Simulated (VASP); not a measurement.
Runs of VASP 6.6.1 on ZnSe (Stilleite). It takes space group F-43m (No. 216, cubic). The conventional cell has a = 5.668 Å, b = 5.668 Å, c = 5.668 Å, α = 90.00°, β = 90.00°, γ = 90.00°. Around Zn (site symmetry -43m) lie 4 Se at 2.45 Å. Se (site symmetry -43m) has 4 Zn at 2.45 Å as nearest neighbours. 

```csv
level,potentials or basis,spin,k mesh,cutoff (eV),further INCAR settings,mesh quality,gap on the mesh (eV),pressure (GPa)
r2SCAN,"VASP PAW PBE potentials, release 64 (Zn, Se)",off,7 × 7 × 7,520,ALGO = Normal; EDIFF = 1e-07,not flagged,1.87,0.0
LDA,"VASP PAW LDA potentials, release 64 (Zn, Se)",off,7 × 7 × 7,520,ALGO = Fast; EDIFF = 1e-07,not flagged,(a),-3.1
PBEsol,"VASP PAW PBE potentials, release 64 (Zn, Se)","SOC, no magnetisation",7 × 7 × 7,520,ALGO = Fast; EDIFF = 1e-07,not flagged,-,(b)
PBE,"VASP PAW PBE potentials, release 64 (Zn, Se)",off,7 × 7 × 7,520,ALGO = Fast; EDIFF = 1e-07,not flagged,(c),2.4
LDA,"VASP PAW LDA potentials, release 64 (Zn, Se)",off,4 × 4 × 4,300,ALGO = Fast; EDIFF = 1e-07,coarse,1.04,-
```

Alike in all rows: task single point; cell as given; smearing fermi-dirac 0.02 eV.

Question: Fill in the values left out.

Answer: (a) 1.07; (b) -0.8; (c) 1.29.

Caveats: some runs use coarse meshes; the PAW data sets were made with another functional, which shifts forces and pressure a little (some runs); the cutoff is under 1.25 times the usual one of these potentials, so pressure, stress and relaxed cells hold a basis-set (Pulay) error (some runs).

A k mesh can miss the band edges, and rows without SOC leave out spin-orbit coupling on Se.
